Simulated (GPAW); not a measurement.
The system is Br.

```xyz
4
Lattice="3.3632 -2.3226 0.0000 3.3632 2.3226 0.0000 0.0000 0.0000 8.7023" Properties=species:S:1:pos:R:3 pbc="T T T"
Br    3.3632    0.6266    3.3948
Br    3.3632    1.6959    7.7459
Br    3.3632   -0.6266    5.3075
Br    3.3632   -1.6959    0.9564
```

* Program: GPAW 26.7.0
* Task: single point
* Functional: PBE
* Potentials or basis: GPAW PAW data sets (gpaw-data 1.2.1)
* Cutoff: 600 eV
* Basis: pw
* k mesh: 7 × 7 × 3
* Occupations: fermi-dirac, width 0.05 eV
* Spin: no spin polarisation

On this cell: pressure 2.1 GPa; largest force 1.032 eV/Å; band gap on the k mesh 1.89 eV, indirect (least direct gap 1.91 eV).

The same run follows on a disturbed copy (atoms moved at random, drawn with an rms of 0.05 Å):

```
Br
1.0
     3.36325   -2.32255    0.00000
     3.36325    2.32255    0.00000
     0.00000    0.00000    8.70230
Br
4
Cartesian
  3.3857 0.6560 3.3552
  3.3759 1.6889 7.7164
  3.2985 -0.6329 5.3389
  3.3365 -1.7013 0.8863
```

Problem. What does the disturbed cell give?

Solution. The energy moves by +2.2 meV/atom; pressure 1.6 GPa; largest force 1.607 eV/Å; band gap on the k mesh 1.70 eV, indirect (least direct gap 1.76 eV).

Forces in eV/Å, atoms in the order of the input:
```
Br  -0.053 -0.022 -0.057
Br  -0.019 -0.787 -1.362
Br   0.062  0.025  0.016
Br   0.010  0.783  1.403
```

Stress tensor (GPa, compression positive):
```
 1.25 -0.04 -0.02
-0.04  1.07  2.04
-0.02  2.04  2.56
```

Caveats: an odd mesh through Γ misses points on the zone boundary, where band edges often lie; forces of over 1 eV/Å show positions far from the minimum, so gaps and moduli don't describe the material at rest (some runs).
